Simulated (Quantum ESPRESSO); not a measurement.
# InP (I-4m2) in Quantum ESPRESSO: single point with PBE

Aim: the single point of InP with PBE.

All numbers are computed with Quantum ESPRESSO 7.5; they aren't measurements. Logs are shortened: lines on timing, memory, paths and dates and some standing lists are left out, and cuts for length are marked.

### Step 1. Starting point

Symmetry: I-4m2, No. 119, tetragonal system. The conventional cell has a = 4.062 Å, b = 4.062 Å, c = 6.248 Å, α = 90.00°, β = 90.00°, γ = 90.00°. In (site symmetry -4m2) is surrounded by 4 P at 2.56 Å. Around P (site symmetry -4m2) lie 4 In at 2.56 Å.

The cell was built by a generator and isn't the measured one.

### Step 2. Single point, PBE

pw.in reads:

```
&CONTROL
  calculation = 'scf'
  prefix = 'pwscf'
  outdir = './tmp'
  pseudo_dir = './pseudo'
  tprnfor = .true.
  tstress = .true.
  disk_io = 'nowf'
/
&SYSTEM
  ibrav = 0
  nat = 2
  ntyp = 2
  ecutwfc = 70
  nbnd = 15
  occupations = 'smearing'
  smearing = 'gaussian'
  degauss = 0.00073499
/
&ELECTRONS
  conv_thr = 4d-10
  electron_maxstep = 120
  mixing_beta = 0.5
/
ATOMIC_SPECIES
In   114.8180 In.upf
P     30.9738 P.upf
CELL_PARAMETERS angstrom
   0.0000000000    2.8722500000    3.1240825000
   2.8722500000    0.0000000000    3.1240825000
   2.8722500000    2.8722500000    0.0000000000
ATOMIC_POSITIONS crystal
In     0.0000000000    0.0000000000    0.0000000000
P      0.2500000000    0.2500000000    0.2500000000
K_POINTS automatic
8 8 8 0 0 0
```

Potentials or basis: PseudoDojo 0.4.1 SR PBE standard.

The run is started by

```sh
OMP_NUM_THREADS=1 pw.x -in pw.in > pw.out
```

pw.out:

```text
This program is part of the open-source Quantum ESPRESSO suite
     for quantum simulation of materials; please cite
[... 9 lines left out ...]
     --------------------
     sticks:   dense  smooth     PW     G-vecs:    dense   smooth      PW
     Sum        1205    1205    359                27583    27583    4417

     Using Slab Decomposition

     bravais-lattice index     =            0
     lattice parameter (alat)  =       8.0196  a.u.
     unit-cell volume          =     347.8512 (a.u.)^3
     number of atoms/cell      =            2
     number of atomic types    =            2
     number of electrons       =        18.00
     number of Kohn-Sham states=           15
     kinetic-energy cutoff     =      70.0000  Ry
     charge density cutoff     =     280.0000  Ry
     scf convergence threshold =      4.0E-10
     mixing beta               =       0.5000
     number of iterations used =            8  plain     mixing
     Exchange-correlation= PBE
                           (   1   4   3   4   0   0   0)

     celldm(1)=   8.019591  celldm(2)=   0.000000  celldm(3)=   0.000000
     celldm(4)=   0.000000  celldm(5)=   0.000000  celldm(6)=   0.000000

     crystal axes: (cart. coord. in units of alat)
               a(1) = (   0.000000   0.676813   0.736155 )
               a(2) = (   0.676813   0.000000   0.736155 )
               a(3) = (   0.676813   0.676813   0.000000 )

     reciprocal axes: (cart. coord. in units 2 pi/alat)
               b(1) = ( -0.738756  0.738756  0.679205 )
               b(2) = (  0.738756 -0.738756  0.679205 )
               b(3) = (  0.738756  0.738756 -0.679205 )

     PseudoPot. # 1 for In read from file:
     In.upf
     Pseudo is Norm-conserving + core correction, Zval = 13.0
     Generated using ONCVPSP code by D. R. Hamann
     Using radial grid of 1964 points,  6 beta functions with:
                l(1) =   0
                l(2) =   0
                l(3) =   1
                l(4) =   1
                l(5) =   2
                l(6) =   2

     PseudoPot. # 2 for P  read from file:
     P.upf
     Pseudo is Norm-conserving + core correction, Zval =  5.0
     Generated using ONCVPSP code by D. R. Hamann
     Using radial grid of 1298 points,  6 beta functions with:
                l(1) =   0
                l(2) =   0
                l(3) =   1
                l(4) =   1
                l(5) =   2
                l(6) =   2

     atomic species   valence    mass     pseudopotential
     In               13.00   114.81800     In( 1.00)
     P                 5.00    30.97380     P ( 1.00)

      8 Sym. Ops. (no inversion) found

   Cartesian axes

     site n.     atom                  positions (alat units)
         1        In     tau(   1) = (   0.0000000   0.0000000   0.0000000  )
         2        P      tau(   2) = (   0.3384066   0.3384066   0.3680774  )

     number of k points=    59  Gaussian smearing, width (Ry)=  0.0007
                       cart. coord. in units 2pi/alat
        k(    1) = (   0.0000000   0.0000000   0.0000000), wk =   0.0039062
        k(    2) = (   0.0923445   0.0923445  -0.0849006), wk =   0.0312500
        k(    3) = (   0.1846891   0.1846891  -0.1698013), wk =   0.0312500
        k(    4) = (   0.2770336   0.2770336  -0.2547019), wk =   0.0312500
        k(    5) = (  -0.3693781  -0.3693781   0.3396025), wk =   0.0156250
        k(    6) = (   0.1846891   0.0000000   0.0000000), wk =   0.0156250
[... 51 lines left out ...]
        k(   58) = (  -0.7387562   0.5540672   0.0000000), wk =   0.0156250
        k(   59) = (   0.0000000   0.0000000  -0.6792050), wk =   0.0039062

     Dense  grid:    27583 G-vectors     FFT dimensions: (  45,  45,  45)

     Initial potential from superposition of free atoms

     starting charge      17.9960, renormalised to      18.0000
     Starting wfcs are   13 randomized atomic wfcs +    2 random wfcs

     Self-consistent Calculation

     iteration #  1     ecut=    70.00 Ry     beta= 0.50
     Davidson diagonalization with overlap
     ethr =  1.00E-02,  avg # of iterations =  4.7

     Threshold (ethr) on eigenvalues was too large:
     Diagonalizing with lowered threshold

     Davidson diagonalization with overlap
     ethr =  5.97E-04,  avg # of iterations =  1.6

     total energy              =    -146.76259510 Ry
     estimated scf accuracy    <       0.10504116 Ry

     iteration #  2     ecut=    70.00 Ry     beta= 0.50
     Davidson diagonalization with overlap
     ethr =  5.84E-04,  avg # of iterations =  2.1

     total energy              =    -146.78563430 Ry
     estimated scf accuracy    <       0.00713133 Ry

     iteration #  3     ecut=    70.00 Ry     beta= 0.50
     Davidson diagonalization with overlap
     ethr =  3.96E-05,  avg # of iterations =  6.2

     total energy              =    -146.78628589 Ry
     estimated scf accuracy    <       0.00133965 Ry

     iteration #  4     ecut=    70.00 Ry     beta= 0.50
     Davidson diagonalization with overlap
     ethr =  7.44E-06,  avg # of iterations =  2.7

     total energy              =    -146.78634073 Ry
     estimated scf accuracy    <       0.00002826 Ry

     iteration #  5     ecut=    70.00 Ry     beta= 0.50
     Davidson diagonalization with overlap
     ethr =  1.57E-07,  avg # of iterations =  4.3
[... 15 lines left out ...]
     total energy              =    -146.78635476 Ry
     estimated scf accuracy    <       0.00000002 Ry

     iteration #  8     ecut=    70.00 Ry     beta= 0.50
     Davidson diagonalization with overlap
     ethr =  9.22E-11,  avg # of iterations =  2.3

     total energy              =    -146.78635476 Ry
     estimated scf accuracy    <          2.6E-09 Ry

     iteration #  9     ecut=    70.00 Ry     beta= 0.50
     Davidson diagonalization with overlap
     ethr =  1.46E-11,  avg # of iterations =  2.4

     total energy              =    -146.78635476 Ry
     estimated scf accuracy    <          8.1E-10 Ry

     iteration # 10     ecut=    70.00 Ry     beta= 0.50
     Davidson diagonalization with overlap
     ethr =  4.49E-12,  avg # of iterations =  2.0

     End of self-consistent calculation

          k = 0.0000 0.0000 0.0000 (  3423 PWs)   bands (ev):

    -7.3715  -7.3442  -7.3442  -7.2240  -7.2166  -4.5004   6.5409   6.9847
     6.9847   7.3776  10.9267  10.9267  11.0638  15.0923  15.6993

          k = 0.0923 0.0923-0.0849 (  3440 PWs)   bands (ev):

    -7.3752  -7.3499  -7.3380  -7.2222  -7.2178  -4.3297   5.2684   6.5048
     6.8333   8.3790  10.9214  11.2127  11.4106  14.9670  16.1141

          k = 0.1847 0.1847-0.1698 (  3445 PWs)   bands (ev):

    -7.4080  -7.3405  -7.3243  -7.2193  -7.2149  -3.8531   3.4425   6.0910
     6.5316   8.5188  11.4040  11.7351  12.2485  15.0718  15.6254

          k = 0.2770 0.2770-0.2547 (  3437 PWs)   bands (ev):

    -7.4437  -7.3305  -7.3134  -7.2177  -7.2033  -3.2188   1.9150   5.7551
     6.2877   8.2808  11.5281  11.9451  13.4789  15.5772  16.2448

          k =-0.3694-0.3694 0.3396 (  3442 PWs)   bands (ev):

    -7.4582  -7.3275  -7.3100  -7.2160  -7.1971  -2.8618   1.2482   5.6303
     6.1983   8.1747  11.5015  11.9409  13.9495  16.1324  17.2061

          k = 0.1847 0.0000 0.0000 (  3467 PWs)   bands (ev):

    -7.3749  -7.3550  -7.3333  -7.2253  -7.2162  -4.2623   5.3688   6.0987
     6.4353   8.9327  10.2478  11.3791  11.9542  14.9436  15.7816
[... 136 lines left out ...]
          k = 0.3694 0.0000 0.1698 (  3445 PWs)   bands (ev):

    -7.4399  -7.3215  -7.3055  -7.2363  -7.2036  -3.4345   3.0703   4.9877
     5.7075   9.7225  10.1748  11.8676  13.4212  14.6838  16.5946

          k =-0.1847-0.5541 0.6792 (  3437 PWs)   bands (ev):

    -7.4880  -7.2888  -7.2806  -7.2508  -7.1931  -2.6063   1.9075   4.1644
     4.8577   9.6094  10.0216  13.3564  14.3842  15.5251  18.0462

          k =-0.0923-0.4617 0.5943 (  3438 PWs)   bands (ev):

    -7.4871  -7.2921  -7.2785  -7.2423  -7.1993  -2.2938   1.4446   3.8034
     4.6146   9.9324  11.1456  13.1547  14.4804  15.3899  17.3484

          k = 0.0000-0.3694 0.5094 (  3430 PWs)   bands (ev):

    -7.4752  -7.3013  -7.2843  -7.2286  -7.2100  -2.4698   1.5248   3.8632
     4.8340  10.2397  11.8353  12.7294  14.2333  14.7065  16.2391

          k =-0.2770 0.6464-0.4245 (  3438 PWs)   bands (ev):

    -7.4635  -7.3146  -7.2919  -7.2362  -7.1998  -2.8511   2.0055   4.4885
     5.3503   9.6103  10.8219  11.8207  13.8808  15.4872  17.4011

          k =-0.1847 0.7388-0.5094 (  3443 PWs)   bands (ev):

    -7.4886  -7.2986  -7.2702  -7.2513  -7.1930  -2.6002   1.9756   4.3462
     4.7392   9.4575   9.8789  12.2848  15.2836  15.6752  17.6361

          k =-0.7388 0.1847 0.0000 (  3458 PWs)   bands (ev):

    -7.5061  -7.2751  -7.2685  -7.2565  -7.1908  -2.1489   1.3908   4.1733
     4.1921   9.4426   9.7502  14.9735  15.0050  16.0906  17.2434

          k =-0.1847 0.5541-0.3396 (  3450 PWs)   bands (ev):

    -7.4724  -7.3133  -7.2872  -7.2340  -7.1985  -2.5298   1.4720   4.3868
     5.1571   9.5131  10.8508  12.4988  14.2670  14.7340  17.7446

          k =-0.0923 0.6464-0.4245 (  3446 PWs)   bands (ev):

    -7.4903  -7.3041  -7.2660  -7.2447  -7.1962  -2.2482   1.5424   3.8735
     4.6167   9.6424  10.8746  12.0693  13.8421  16.1251  18.2722

          k =-0.7388 0.0000 0.1698 (  3454 PWs)   bands (ev):

    -7.5079  -7.2886  -7.2669  -7.2447  -7.1898  -2.1227   1.4307   4.2141
     4.2512   9.2997   9.5779  13.7026  14.0546  17.2948  18.4873

          k = 0.0000 0.5541-0.3396 (  3451 PWs)   bands (ev):

    -7.4796  -7.3107  -7.2719  -7.2405  -7.2005  -2.3853   1.6614   3.7804
     4.9211   9.8423  11.3349  11.6059  13.9552  15.5401  17.0337

          k = 0.0000 0.0000 0.3396 (  3432 PWs)   bands (ev):

    -7.4495  -7.3028  -7.3028  -7.2354  -7.2054  -3.7185   3.2139   5.7371
     5.7371   9.6875   9.9310  13.1819  13.1819  13.3287  17.3049

          k =-0.3694-0.3694 0.6792 (  3440 PWs)   bands (ev):

    -7.4541  -7.3201  -7.3000  -7.2261  -7.2066  -2.9500   2.0705   3.8813
     6.1662  10.0727  11.7547  12.1214  12.5436  15.1143  17.5667

          k =-0.2770-0.2770 0.5943 (  3435 PWs)   bands (ev):

    -7.4704  -7.3123  -7.2869  -7.2177  -7.2141  -2.5470   1.4025   3.6699
     5.7433   9.9631  11.5887  13.1972  13.4612  15.8641  16.1525

          k =-0.1847-0.1847 0.5094 (  3440 PWs)   bands (ev):
[... 39 lines left out ...]
          k =-0.1847-0.1847 0.6792 (  3434 PWs)   bands (ev):

    -7.4886  -7.2928  -7.2711  -7.2315  -7.2081  -2.3554   1.1254   3.6712
     5.3073   9.6375  11.5901  14.1376  14.4034  14.9131  16.8728

          k =-0.0923-0.0923 0.5943 (  3448 PWs)   bands (ev):

    -7.5015  -7.2746  -7.2661  -7.2443  -7.1986  -2.5265   1.1262   4.4859
     5.0826   9.3399  10.2416  14.3471  15.2302  16.0515  17.8466

          k =-0.7388 0.5541 0.0000 (  3430 PWs)   bands (ev):

    -7.4992  -7.2789  -7.2666  -7.2402  -7.2017  -2.3519   0.9990   4.5088
     4.5233   9.9657  10.4328  14.3166  14.4903  16.4634  17.9107

          k = 0.0000 0.0000-0.6792 (  3476 PWs)   bands (ev):

    -7.5134  -7.2600  -7.2600  -7.2528  -7.1941  -2.4291   0.8682   4.9338
     4.9338   8.9720   9.6035  15.3731  16.2841  16.2841  18.6167

     the Fermi energy is     7.2656 ev

!    total energy              =    -146.78635476 Ry
     estimated scf accuracy    <          6.3E-11 Ry
     smearing contrib. (-TS)   =      -0.00000000 Ry
     internal energy E=F+TS    =    -146.78635476 Ry

     The total energy is F=E-TS. E is the sum of the following terms:
     one-electron contribution =     -50.65034009 Ry
     hartree contribution      =      37.14259908 Ry
     xc contribution           =     -44.20478521 Ry
     ewald contribution        =     -89.07382854 Ry

     convergence has been achieved in  10 iterations

     Forces acting on atoms (cartesian axes, Ry/au):

     atom    1 type  1   force =    -0.00000000    0.00000000    0.00000000
     atom    2 type  2   force =     0.00000000   -0.00000000   -0.00000000

     Total force =     0.000000     Total SCF correction =     0.000000

     Computing stress (Cartesian axis) and pressure

          total   stress  (Ry/bohr**3)                   (kbar)     P=       15.56
   0.00019664   0.00000000   0.00000000           28.93        0.00        0.00
  -0.00000000   0.00019664   0.00000000           -0.00       28.93        0.00
  -0.00000000   0.00000000  -0.00007603           -0.00        0.00      -11.18

=------------------------------------------------------------------------------=
   JOB DONE.
=------------------------------------------------------------------------------=
```

It took 49 s on 1 thread of Intel Xeon Platinum 8375C at 2.90GHz (Ice Lake), shared host; peak memory 0.11 GiB.

Results:

```yaml
Free_energy: -1997.1301 eV
Pressure: 1.6 GPa
Band_gap_on_the_k_mesh: 0.39 eV, direct
```

Levels at points of the mesh, in eV from the valence-band top:
| k point | band 6 | band 7 | band 8 | band 9 | band 10 | band 11 | band 12 | band 13 |
| --- | --- | --- | --- | --- | --- | --- | --- | --- |
| (0.00, 0.00, 0.00) | -11.49 | -0.44 | 0.00 | 0.00 | 0.39 | 3.94 | 3.94 | 4.08 |
| (0.00, 0.00, -0.50) | -9.85 | -5.74 | -1.35 | -0.79 | 1.19 | 4.52 | 4.96 | 6.96 |
| (0.00, -0.50, -0.50) | -9.13 | -5.60 | -2.53 | -2.50 | 1.52 | 1.89 | 8.77 | 9.10 |
| (-0.50, -0.50, 0.00) | -9.41 | -6.12 | -2.05 | -2.05 | 1.99 | 2.62 | 8.39 | 9.30 |

Caveat: spin-orbit coupling is left out, which moves the levels of the heavy elements. As with any semilocal functional, this PBE gap is likely too small.
